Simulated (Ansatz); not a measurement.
Crystal: CrO2.

```xyz
3
Lattice="1.4900 0.8602 4.7900 -1.4900 0.8602 4.7900 0.0000 -1.7205 4.7900" Properties=species:S:1:pos:R:3 pbc="T T T"
Cr    0.0000    0.0000    7.1849
O     0.0000    0.0000    3.3183
O     0.0000    0.0000   11.0516
```

Measurements of this composition are mostly on another form, of space group No. 136.

| Property | Result |
| --- | --- |
| Program | Ansatz 0.2.0 |
| Task | single point |
| Functional | PBE |
| Potentials or basis | Ansatz PAW |
| Cutoff | 420 eV (not typed: the program's choice for these potentials) |
| k mesh | 10 × 10 × 10 |
| Occupations | fermi-dirac, width 0.05 eV |
| Spin | collinear spin, ferromagnetic start |
| Starting moments | [3.0, 0.0, 0.0] μB |

On this cell: pressure -8.1 GPa; largest force 0.334 eV/Å; net moment 2.00 μB per cell; site moments Cr +1.81; O -0.09 μB; band gap on the k mesh none (metal or under the smearing width).

The same run follows on a disturbed copy (atoms moved at random, drawn with an rms of 0.05 Å):

```
Cr O
1.0
     1.48997    0.86023    4.78995
    -1.48997    0.86023    4.78995
     0.00000   -1.72047    4.78995
Cr O
1 2
Direct
  0.50661 0.51465 0.47923
  0.21998 0.22630 0.23916
  0.76614 0.76903 0.78093
```

Problem. What changes?

Solution. The energy (extrapolated to zero smearing) moves by +6.6 meV/atom; pressure -3.1 GPa; largest force 0.521 eV/Å; net moment 2.00 μB per cell; site moments Cr +1.74; O -0.07, -0.08 μB; band gap on the k mesh none (metal or under the smearing width).

Forces in eV/Å, atoms in the order of the input:
```
Cr   0.028 -0.520  0.018
O    0.011  0.239  0.372
O   -0.039  0.281 -0.390
```

Stress tensor (GPa, compression positive):
```
-6.58 -0.02  0.19
-0.02 -6.06 -0.16
 0.19 -0.16  3.37
```

Caveats: a cell with one magnetic atom can't hold antiferromagnetic order, which such compounds often take; semilocal functionals often make such compounds metallic where correlation or magnetic order opens a gap, which also shifts bond lengths.
